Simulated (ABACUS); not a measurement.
# B (Pm-3m) in ABACUS: notebook

Runs on B. Level: PBE. Tasks: single point.

Program: ABACUS 3.10.1. These are calculated values, not measurements. Logs are shortened: lines on timing, memory, paths and dates and some standing lists are left out, and cuts for length are marked.

### 1 Starting point

Symmetry: Pm-3m, No. 221, cubic system. The conventional cell has a = 1.885 Å, b = 1.885 Å, c = 1.885 Å, α = 90.00°, β = 90.00°, γ = 90.00°. Around B (site symmetry m-3m) lie 6 B at 1.89 Å.

The cell was built by a generator and needn't be a form met in nature.

### 2 Single point, PBE

INPUT

```
INPUT_PARAMETERS
suffix              B
calculation         scf
basis_type          lcao
pseudo_dir          ./
orbital_dir         ./
latname             sc
symmetry            1
dft_functional      pbe
ecutwfc             100
pseudo_rcut         7
nspin               1
nbands              6
ks_solver           genelpa
smearing_method     fd
smearing_sigma      0.00367493
scf_thr             1e-07
scf_nmax            100
mixing_type         broyden
mixing_beta         0.7
cal_force           1
cal_stress          1
out_mul             1
out_chg             1
out_pot             2
out_elf             1
```

STRU

```
ATOMIC_SPECIES
B 10.8100 B.upf

NUMERICAL_ORBITAL
B_confined-atom_7au_2s2p1d.orb

LATTICE_CONSTANT
3.5625872792

ATOMIC_POSITIONS
Direct

B
0.0
1
0.5000000000 0.5000000000 0.5000000000 1 1 1
```

KPT

```
K_POINTS
0
Gamma
10 10 10 0 0 0
```

Potentials or basis: PseudoDojo NC SR 0.4.1 PBE standard, DZP LCAO (the cutoffs set its grid).

Command:

```console
> OMP_NUM_THREADS=1 mpirun -np 4 abacus > log
```

running log:

```text
ABACUS v3.10.1

               Atomic-orbital Based Ab-initio Computation at UStc

 ------------------------------------------------------------------------------------

 READING GENERAL INFORMATION
                           global_out_dir = OUT.B/
                           global_in_card = INPUT
                               pseudo_dir = ./
                              orbital_dir = ./
                                    DSIZE = 4
                                    GSIZE = 1

 READING UNITCELL INFORMATION
                                    ntype = 1
                  lattice constant (Bohr) = 3.56259
              lattice constant (Angstrom) = 1.88524

 READING ATOM TYPE 1
                               atom label = B
                      L=0, number of zeta = 2
                      L=1, number of zeta = 2
                      L=2, number of zeta = 1
             number of atom for this type = 1

                        TOTAL ATOM NUMBER = 1
DIRECT COORDINATES
    atom                   x                   y                   z     mag                  vx                  vy                  vz
taud_B1            0.5000000000        0.5000000000        0.5000000000  0.0000        0.0000000000        0.0000000000        0.0000000000

                          Volume (Bohr^3) = 45.2165
                             Volume (A^3) = 6.70038

 Lattice vectors: (Cartesian coordinate: in unit of a_0)
                   +1                  +0                  +0
                   +0                  +1                  +0
                   +0                  +0                  +1
 Reciprocal vectors: (Cartesian coordinate: in unit of 2 pi/a_0)
                   +1                  -0                  +0
                   -0                  +1                  -0
                   +0                  -0                  +1
 The esolver type has been set to : ksdft_lcao

                PAO radial cut off (Bohr) = 7

 Read in pseudopotential file is B.upf
                     pseudopotential type = NC
          exchange-correlation functional = PBE
                 nonlocal core correction = 1
                        valence electrons = 3
                                     lmax = 1
                           number of zeta = 2
                     number of projectors = 4
                           L of projector = 0
                           L of projector = 0
                           L of projector = 1
                           L of projector = 1
     initial pseudo atomic orbital number = 4

 SETUP THE ELECTRONS NUMBER
             electron number of element B = 3
       total electron number of element B = 3
            AUTOSET number of electrons:  = 3
                           occupied bands = 2
                                   NLOCAL = 13
                                   NBANDS = 6
                                   NBANDS = 6
                                   NLOCAL = 13

 SETUP THE PLANE WAVE BASIS
 energy cutoff for charge/potential (unit:Ry) = 400
            fft grid for charge/potential = [ 24, 24, 24 ]
                        fft grid division = [ 3, 3, 3 ]
        big fft grid for charge/potential = [ 8, 8, 8 ]
                                     nbxx = 128
                                     nrxx = 3456

 SETUP PLANE WAVES FOR CHARGE/POTENTIAL
                    number of plane waves = 6043
                         number of sticks = 405

 PARALLEL PW FOR CHARGE/POTENTIAL
     PROC   COLUMNS(POT)             PW
        1            101           1511
        2            101           1511
        3            101           1511
        4            102           1510
 --------------- sum -------------------
        4            405           6043
                            number of |g| = 103
                                  max |g| = 128
                                  min |g| = 1

----------- Double Check Mixing Parameters Begin ------------
mixing_type: broyden
mixing_beta: 0.7
mixing_gg0: 1
mixing_gg0_min: 0.1
mixing_ndim: 8
----------- Double Check Mixing Parameters End ------------

 LATTICE VECTORS: (CARTESIAN COORDINATE: IN UNIT OF A0)
                   +1                  +0                  +0
                   +0                  +1                  +0
                   +0                  +0                  +1
                       right hand lattice = 1
                                   NORM_A = 1
                                   NORM_B = 1
                                   NORM_C = 1
                           ALPHA (DEGREE) = 90
                           BETA  (DEGREE) = 90
                           GAMMA (DEGREE) = 90

 The lattice vectors have been changed (STRU_SIMPLE.cif)

(for optimal symmetric configuration:)
                             BRAVAIS TYPE = 1
                     BRAVAIS LATTICE NAME = 01. Cubic P (simple)
                                    ibrav = 1
                                    IBRAV = 1
                                  BRAVAIS = SIMPLE CUBIC
                       LATTICE CONSTANT A = 1
Original cell was already a primitive cell.
                        ROTATION MATRICES = 48
              PURE POINT GROUP OPERATIONS = 48
                   SPACE GROUP OPERATIONS = 48
                              POINT GROUP = O_h
               POINT GROUP IN SPACE GROUP = O_h

 SETUP K-POINTS
                                    nspin = 1
                   Input type of k points = Monkhorst-Pack(Gamma)
                                   nkstot = 1000
                       right hand lattice = 1
(for reciprocal lattice: )
                             BRAVAIS TYPE = 1
                     BRAVAIS LATTICE NAME = 01. Cubic P (simple)
                                    ibrav = 1
                       right hand lattice = 1
(for k-lattice: )
                             BRAVAIS TYPE = 1
                     BRAVAIS LATTICE NAME = 01. Cubic P (simple)
                                    ibrav = 1
                       right hand lattice = 1
                        ROTATION MATRICES = 48
                               nkstot_ibz = 56
K-POINTS REDUCTION ACCORDING TO SYMMETRY
     IBZ    DIRECT_X    DIRECT_Y    DIRECT_Z  WEIGHT  ibz2bz
       1  0.00000000  0.00000000  0.00000000  0.0010       0
       2  0.10000000  0.00000000  0.00000000  0.0060       1
       3  0.20000000  0.00000000  0.00000000  0.0060       2
       4  0.30000000  0.00000000  0.00000000  0.0060       3
       5  0.40000000  0.00000000  0.00000000  0.0060       4
       6  0.50000000  0.00000000  0.00000000  0.0030       5
[... 22 lines left out ...]
      29  0.40000000  0.20000000  0.10000000  0.0480     124
      30  0.50000000  0.20000000  0.10000000  0.0240     125
[... 26 further k points ...]

                               nkstot now = 56
[... K-POINTS DIRECT COORDINATES: 56 rows ...]

           k-point number in this process = 56
       minimum distributed K point number = 56
[... stars of the k points ...]

[... K-POINTS CARTESIAN COORDINATES: 56 rows ...]

[... K-POINTS DIRECT COORDINATES: 56 rows ...]

 SETUP PLANE WAVES FOR WAVE FUNCTIONS
     energy cutoff for wavefunc (unit:Ry) = 100
              fft grid for wave functions = [ 24, 24, 24 ]
                    number of plane waves = 1189
                         number of sticks = 137

 PARALLEL PW FOR WAVE FUNCTIONS
     PROC   COLUMNS(POT)             PW
        1             35            299
        2             34            296
        3             34            296
        4             34            298
 --------------- sum -------------------
        4            137           1189

 SET NONLOCAL PSEUDOPOTENTIAL PROJECTORS
 max number of nonlocal projetors among all species is 4

 -------------------------------------------
 SELF-CONSISTENT
 -------------------------------------------

 SETUP SEARCHING RADIUS FOR PROGRAM TO SEARCH ADJACENT ATOMS
                  longest orb rcut (Bohr) = 7
   longest nonlocal projector rcut (Bohr) = 1.22
                     search radius (Bohr) = 16.4
              searching radius is (Bohr)) = 16.4
         searching radius unit is (Bohr)) = 3.56
                         PeriodicBoundary = 1
                        Radius(unit:lat0) = 4.61
                                   glayer = [ 6, 6, 6 ]
                             glayer_minus = [ 5, 5, 5 ]

Find the coordinate range of the input atom(unit:lat0).
                                  min_tau = [ -4.5, -4.5, -4.5 ]
                                  max_tau = [ 5.5, 5.5, 5.5 ]
                                BoxNumber = [ 11, 11, 11 ]

 SETUP EXTENDED REAL SPACE GRID FOR GRID INTEGRATION
                          real space grid = [ 24, 24, 24 ]
                 big cell numbers in grid = [ 8, 8, 8 ]
             meshcell numbers in big cell = [ 3, 3, 3 ]
                        extended fft grid = [ 16, 16, 16 ]
                dimension of extened grid = [ 41, 41, 41 ]
                            UnitCellTotal = 216
              Atom number in sub-FFT-grid = 1
    Local orbitals number in sub-FFT-grid = 13
                                ParaV.nnr = 16709
                                 init_chg = atomic

 LCAO ALGORITHM --------------- ION=   1  ELEC=   1--------------------------------

 Density error is 0.0430102387882
----------------------------------------------------------
     Energy           Rydberg                 eV
----------------------------------------------------------
 E_KohnSham     -5.7984648370        -78.8921614361
 E_Harris       -5.7934290271        -78.8236457271
 E_Fermi        0.7545464586         10.2661312431
----------------------------------------------------------

 LCAO ALGORITHM --------------- ION=   1  ELEC=   2--------------------------------

 Density error is 0.0128550569591
----------------------------------------------------------
     Energy           Rydberg                 eV
----------------------------------------------------------
 E_KohnSham     -5.7984962084        -78.8925882661
 E_Harris       -5.7968230576        -78.8698238818
 E_Fermi        0.7599629701         10.3398266623
----------------------------------------------------------

 LCAO ALGORITHM --------------- ION=   1  ELEC=   3--------------------------------

 Density error is 0.000748406685777
----------------------------------------------------------
     Energy           Rydberg                 eV
----------------------------------------------------------
 E_KohnSham     -5.7985016475        -78.8926622689
 E_Harris       -5.7984671856        -78.8921933897
 E_Fermi        0.7621862043         10.3700753158
----------------------------------------------------------

 LCAO ALGORITHM --------------- ION=   1  ELEC=   4--------------------------------

 Density error is 2.88555352011e-05
----------------------------------------------------------
     Energy           Rydberg                 eV
----------------------------------------------------------
 E_KohnSham     -5.7985016513        -78.8926623200
 E_Harris       -5.7985031412        -78.8926825911
 E_Fermi        0.7621701764         10.3698572442
----------------------------------------------------------

 LCAO ALGORITHM --------------- ION=   1  ELEC=   5--------------------------------

 Density error is 6.02396332948e-06
----------------------------------------------------------
     Energy           Rydberg                 eV
----------------------------------------------------------
 E_KohnSham     -5.7985016514        -78.8926623209
 E_Harris       -5.7985007283        -78.8926497627
 E_Fermi        0.7621635915         10.3697676522
----------------------------------------------------------

 LCAO ALGORITHM --------------- ION=   1  ELEC=   6--------------------------------

 Density error is 3.95757402576e-08
----------------------------------------------------------
     Energy           Rydberg                 eV
----------------------------------------------------------
 E_KohnSham     -5.7985016514        -78.8926623216
 E_KS(sigma->0) -5.7982965605        -78.8898719168
 E_Harris       -5.7985016470        -78.8926622620
 E_band         1.0019284920         13.6319364798
 E_one_elec     3.7029990795         50.3818871703
 E_Hartree      0.0720558314         0.9803698808
 E_xc           -2.4054125640        -32.7273169115
 E_Ewald        -7.1677338165        -97.5220216516
 E_entropy(-TS) -0.0004101818        -0.0055808097
 E_descf        0.0000000000         0.0000000000
 E_exx          0.0000000000         0.0000000000
 E_Fermi        0.7621647248         10.3697830717
----------------------------------------------------------

 charge density convergence is achieved
 final etot is -78.892662322 eV
 EFERMI = 10.369783072 eV
The vacuum level is 10.208353729 eV

 STATE ENERGY(eV) AND OCCUPATIONS    NSPIN == 1
 1/56 kpoint (Cartesian) = 0.0000 0.0000 0.0000 (187 pws)
       1       -5.21320     0.00200000
       2        24.0478        0.00000
       3        24.0478        0.00000
       4        24.0478        0.00000
       5        34.6692        0.00000
       6        34.6692        0.00000

 2/56 kpoint (Cartesian) = 0.10000 0.0000 0.0000 (187 pws)
       1       -4.98452      0.0120000
       2        21.2492        0.00000
       3        24.3190        0.00000
       4        24.3190        0.00000
       5        35.0811        0.00000
       6        38.6933        0.00000

 3/56 kpoint (Cartesian) = 0.20000 0.0000 0.0000 (190 pws)
       1       -3.98503      0.0120000
       2        16.1502    7.43767e-53
       3        25.1081        0.00000
       4        25.1081        0.00000
       5        36.3322        0.00000
       6        45.8649        0.00000

 4/56 kpoint (Cartesian) = 0.30000 0.0000 0.0000 (192 pws)
       1       -2.29762      0.0120000
       2        11.3236    6.22958e-11
       3        26.2511        0.00000
       4        26.2511        0.00000
       5        38.3964        0.00000
       6        47.6260        0.00000

 5/56 kpoint (Cartesian) = 0.40000 0.0000 0.0000 (193 pws)
       1      0.0228004      0.0120000
       2        7.10180      0.0120000
       3        27.3702        0.00000
       4        27.3702        0.00000
       5        40.8077        0.00000
       6        45.8031        0.00000

 6/56 kpoint (Cartesian) = 0.50000 0.0000 0.0000 (192 pws)
       1        2.18530     0.00600000
       2        4.30686     0.00600000
       3        27.8659        0.00000
       4        27.8659        0.00000
       5        42.0251        0.00000
       6        44.6938        0.00000

[... levels at 50 further k points ...]

 correction force for each atom along direction 1 is 2.87964e-15
 correction force for each atom along direction 2 is 2.50970e-15
 correction force for each atom along direction 3 is 8.25869e-15
------------------------------------------------------------------------------------------
 TOTAL-FORCE (eV/Angstrom)
------------------------------------------------------------------------------------------
                        B1         0.0000000000         0.0000000000         0.0000000000
------------------------------------------------------------------------------------------

----------------------------------------------------------------
 TOTAL-STRESS (KBAR)
----------------------------------------------------------------
        -3.4262768034        -0.0000000000         0.0000000000
        -0.0000000000        -3.4262768034         0.0000000000
         0.0000000000         0.0000000000        -3.4262768034
----------------------------------------------------------------
 TOTAL-PRESSURE: -3.426277 KBAR

 --------------------------------------------
 !FINAL_ETOT_IS -78.8926623216475491 eV
 --------------------------------------------
```

Wall time 3 s (4 MPI ranks of Intel Xeon Platinum 8488C (Sapphire Rapids), shared host); peak memory 0.36 GiB.

What came out:

```yaml
Free_energy: -78.8927 eV
Pressure: -0.3 GPa
Band_gap_on_the_k_mesh: none (metal or under the smearing width)
```

Levels at points of the mesh, in eV from the Fermi level:
| k point | band 1 | band 2 | band 3 | band 4 |
| --- | --- | --- | --- | --- |
| (0.00, 0.00, 0.00) | -15.58 | 13.68 | 13.68 | 13.68 |
| (0.50, 0.00, 0.00) | -8.18 | -6.06 | 17.50 | 17.50 |
| (0.50, 0.50, 0.00) | -1.89 | -1.89 | 4.37 | 8.35 |
| (0.50, 0.50, 0.50) | 3.49 | 3.49 | 3.49 | 16.78 |

Caveat: the atomic orbitals were generated for these runs and aren't a published set; the basis of atomic orbitals isn't converged, which shifts pressures, moduli and gaps.

### 3 Single point, PBE (cell strained by +0.03 along c)

Changes to INPUT since step 2:

```diff
@@ -6,3 +6,3 @@
 orbital_dir         ./
-latname             sc
+latname             st
 symmetry            1
@@ -23,4 +23 @@
 out_mul             1
-out_chg             1
-out_pot             2
-out_elf             1
```

Changes to STRU since step 2:

```diff
@@ -9,2 +9,5 @@
 
+LATTICE_PARAMETERS
+1.0300000000
+
 ATOMIC_POSITIONS
```

KPT is that of step 2.

Potentials or basis: PseudoDojo NC SR 0.4.1 PBE standard, DZP LCAO (the cutoffs set its grid).

Command:

```console
> OMP_NUM_THREADS=1 mpirun -np 4 abacus > log
```

It took 3.2 s on 4 MPI ranks of Intel Xeon Platinum 8488C (Sapphire Rapids), shared host; peak memory 0.36 GiB.

The run converged. Its results:

```
Free energy            : -78.8841 eV
Pressure               : -6.6 GPa
Band gap on the k mesh : none (metal or under the smearing width)
```

Stress tensor (GPa, compression positive):
```
 -1.74   0.00   0.00
  0.00  -1.74   0.00
  0.00   0.00 -16.31
```

Levels at points of the mesh, in eV from the Fermi level:
| k point | band 1 | band 2 | band 3 | band 4 | band 5 | band 6 |
| --- | --- | --- | --- | --- | --- | --- |
| (0.00, 0.00, 0.00) | -15.41 | 12.19 | 13.82 | 13.82 | 23.07 | 24.47 |
| (0.50, 0.00, 0.00) | -8.02 | -5.87 | 16.12 | 17.62 | 30.87 | 33.17 |
| (0.50, 0.50, 0.00) | -1.72 | -1.72 | 4.59 | 8.47 | 19.38 | 42.83 |
| (0.00, 0.00, 0.50) | -8.14 | -6.65 | 17.15 | 17.15 | 31.15 | 33.81 |
| (0.50, 0.00, 0.50) | -2.35 | -1.72 | 3.70 | 8.10 | 20.31 | 44.53 |
| (0.50, 0.50, 0.50) | 3.07 | 3.07 | 3.80 | 16.23 | 16.61 | 16.61 |

Caveat: the atomic orbitals were generated for these runs and aren't a published set; the basis of atomic orbitals isn't converged, which shifts pressures, moduli and gaps.

### 4 Single point, PBE (cell strained by +0.06 along c)

INPUT is that of step 3.

Changes to STRU since step 3:

```diff
@@ -10,3 +10,3 @@
 LATTICE_PARAMETERS
-1.0300000000
+1.0600000000
```

KPT is that of step 3.

Command:

```console
> OMP_NUM_THREADS=1 mpirun -np 4 abacus > log
```

It took 3.6 s on 4 MPI ranks of Intel Xeon Platinum 8488C (Sapphire Rapids), shared host; peak memory 0.36 GiB.

The run converged. Its results:

```yaml
Free_energy: -78.8568 eV
Pressure: -11.2 GPa
Band_gap_on_the_k_mesh: none (metal or under the smearing width)
```

Stress tensor (GPa, compression positive):
```
 -4.79   0.00   0.00
  0.00  -4.79   0.00
  0.00   0.00 -23.90
```

Levels at points of the mesh, in eV from the Fermi level:
```csv
k point,band 1,band 2,band 3,band 4,band 5,band 6
"(0.00, 0.00, 0.00)",-15.20,10.97,13.99,13.99,21.81,24.67
"(0.50, 0.00, 0.00)",-7.83,-5.63,14.93,17.76,30.04,31.99
"(0.50, 0.50, 0.00)",-1.53,-1.53,4.86,8.63,18.31,40.86
"(0.00, 0.00, 0.50)",-8.03,-7.15,16.87,16.87,30.72,33.26
"(0.50, 0.00, 0.50)",-2.72,-1.49,3.13,7.95,20.07,44.07
"(0.50, 0.50, 0.50)",2.73,2.73,4.15,15.77,16.24,16.53
```

Caveat: the atomic orbitals were generated for these runs and aren't a published set; the basis of atomic orbitals isn't converged, which shifts pressures, moduli and gaps.

### 5 The runs side by side

| cell | gap on the mesh (eV) | pressure (GPa) |
| --- | --- | --- |
| as given | none | -0.3 |
| cell strained by +0.03 along c | none | -6.6 |
| cell strained by +0.06 along c | none | -11.2 |

Alike in all rows: task single point; level PBE; potentials or basis PseudoDojo NC SR 0.4.1 PBE standard, DZP LCAO (the cutoffs set its grid); no spin polarisation; k mesh 10 × 10 × 10; cutoff (eV) 1361; smearing fermi-dirac 0.05 eV.

Caveats: the atomic orbitals were generated for these runs and aren't a published set; the basis of atomic orbitals isn't converged, which shifts pressures, moduli and gaps.

Absolute energies hang on the potentials; compare differences alone.
